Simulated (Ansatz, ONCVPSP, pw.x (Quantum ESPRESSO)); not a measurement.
**What a changed setting does to a pw.x run (fcc Ru)**

Potential: optimised norm-conserving Vanderbilt (ONCV), ONCVPSP 4.0.1.1 (patched build), PBE; core [Ar] 3d10, reference 4s2 4p6 4d7 5s1; waves: 4s+5s: rc 1.65 bohr, ncon 4, nbas 9, qcut 9.4 1/bohr, 3 projectors, debl 3.6 Ha; 4p: rc 1.65 bohr, ncon 3, nbas 7, qcut 8.3 1/bohr, 1 projector; 4d: rc 2.10 bohr, ncon 3, nbas 8, qcut 6.2 1/bohr, 1 projector; local part: polynomial inside 1.15 bohr (lpopt 5, dvloc0 4 Ha); core correction: none.

The reference run (k-mesh 15³, cutoffs 75/300 Ry, Fermi–Dirac 0.01 Ry, mixing_beta 0.4, conv_thr 1e-9, no spin) gives -0.55 GPa at 13.814 Å³/atom, where all-electron LAPW gives 0.83 GPa. This run, with its own iteration cap, changes electron_maxstep to 4, a wrong or extreme entry chosen on purpose.

```
&control
  calculation='scf', prefix='x', pseudo_dir='./', outdir='./tmp', tstress=.true., disk_io='none'
/
&system
  ibrav=0, nat=1, ntyp=1, ecutwfc=75, ecutrho=300, nbnd=16,
  occupations='smearing', smearing='fd', degauss=0.01
/
&electrons
  conv_thr=1e-09, mixing_beta=0.4, electron_maxstep=4
/
ATOMIC_SPECIES
Ru 1.0 Ru.UPF
CELL_PARAMETERS angstrom
  0.00000000 1.90442183 1.90442183
  1.90442183 0.00000000 1.90442183
  1.90442183 1.90442183 0.00000000
ATOMIC_POSITIONS crystal
Ru 0.0000 0.0000 0.0000
K_POINTS automatic
15 15 15 0 0 0
```

```bash
pw.x < Ru.scf.in > Ru.scf.out
```

Question: How does the run end?

Answer: It does not reach self-consistency within its iteration cap.

```
Message from routine setup:
     using ibrav=0 with symmetry is DISCOURAGED, use correct ibrav instead
     lattice parameter (alat)  =       5.0895  a.u.
     unit-cell volume          =      93.2215 (a.u.)^3
     number of electrons       =        16.00
     number of Kohn-Sham states=           16
     kinetic-energy cutoff     =      75.0000  Ry
     charge density cutoff     =     300.0000  Ry
     scf convergence threshold =      1.0E-09
     Exchange-correlation= PBE
     number of k points=   120  Fermi-Dirac smearing, width (Ry)=  0.0100
     iteration #  1     ecut=    75.00 Ry     beta= 0.40
     total energy              =    -188.84372838 Ry
     estimated scf accuracy    <       0.12262960 Ry
     iteration #  2     ecut=    75.00 Ry     beta= 0.40
     total energy              =    -188.85632565 Ry
     estimated scf accuracy    <       0.00659732 Ry
     iteration #  3     ecut=    75.00 Ry     beta= 0.40
     total energy              =    -188.85698953 Ry
     estimated scf accuracy    <       0.00105465 Ry
     iteration #  4     ecut=    75.00 Ry     beta= 0.40
     total energy              =    -188.85703919 Ry
     estimated scf accuracy    <       0.00033158 Ry
     convergence NOT achieved after   4 iterations: stopping
     Message from routine punch:
     Nothing written, as per user request (disk_io='none')
```

The run took about 18 s on one core of a shared host (Intel(R) Xeon(R) Platinum 8488C, 96 threads, 744 GiB, load 99).
